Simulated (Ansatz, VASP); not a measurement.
**NaH in VASP and in Ansatz**

Contents of POSCAR:

```
NaH
1.0
    0.0000000000      2.5969210544      2.5969210544
    2.5969210544      0.0000000000      2.5969210544
    2.5969210544      2.5969210544      0.0000000000
Na H
1 1
Direct
    0.0000000000      0.0000000000      0.0000000000
    0.2500000000      0.2500000000      0.2500000000
```

Contents of INCAR.step1:

```
SYSTEM = NaH
  PREC = Accurate
  ENCUT = 520
  EDIFF = 1E-5
  ISMEAR = 0
  SIGMA = 0.01
  LREAL = .False.
  LASPH = .True.
  NELM = 100
  ALGO = Normal
  ISIF = 2
  LWAVE = .True.
  GGA = PE
  NBANDS = 11
```

File INCAR.step2:

```
SYSTEM = NaH
  PREC = Accurate
  ENCUT = 520
  EDIFF = 1E-6
  ISMEAR = 0
  SIGMA = 0.01
  LREAL = .False.
  LASPH = .True.
  NELM = 100
  ALGO = Normal
  ISIF = 2
  LWAVE = .False.
  LCHARG = .True.
  GGA = PE
  LHFCALC = .True.
  HFSCREEN = 0.2079
  PRECFOCK = Normal
  LELF = .True.
  LVHAR = .True.
  ISTART = 1
  NBANDS = 11
```

The input KPOINTS:

```
Automatic mesh
0
Gamma
  4 4 4
  0 0 0
```

Input for Ansatz:

```yaml
crystal:
  lattice:
    - [0.0, 2.5969210544, 2.5969210544]
    - [2.5969210544, 0.0, 2.5969210544]
    - [2.5969210544, 2.5969210544, 0.0]
  atoms:
    - { symbol: Na, position: [0.0, 0.0, 0.0] }
    - { symbol: H, position: [0.25, 0.25, 0.25] }
kpoints:
  mp_grid: { grid: [4, 4, 4] }
hamiltonian:
  xc: hse06
scf:
  occupations: { method: fixed }
  n_extra_bands: 4
output:
  forces: true
  stress: true
  eigenvalues: true
  write_density: true
  write_potential: true
  elf: true
  volumetric_format: npy
```

The cell was built by a generator and needn't be a form met in nature.

Alike in both runs: task single point; functional HSE06; k mesh 4 × 4 × 4; no spin polarisation.

|  | VASP | Ansatz |
| --- | --- | --- |
| version | VASP 6.6.1 | Ansatz 0.2.0 |
| potentials or method | VASP PAW PBE potentials, release 64 (Na_pv, H) | plane waves, PAW |
| plane-wave cutoff (eV) | 520 | 420 |
| occupations | gaussian, width 0.01 eV | fixed |
| valence electrons in the cell | 8 | 10 |

```tsv
	VASP	Ansatz	Ansatz less VASP
gap on the k mesh at the Fermi level (eV)	4.61	4.62	+0.005
pressure (GPa)	0.1	0.0	0.00
```

The two sets of potentials don't hold the same shells in valence. Ansatz warned: «stress_exchange_threshold_loose».

Caveats: the k mesh is coarse (spacing up to 0.52 Å⁻¹), so the values aren't converged, least of all with exact exchange; the PAW data sets were made with another functional, which shifts forces and pressure a little (VASP). A k mesh can miss the band edges.
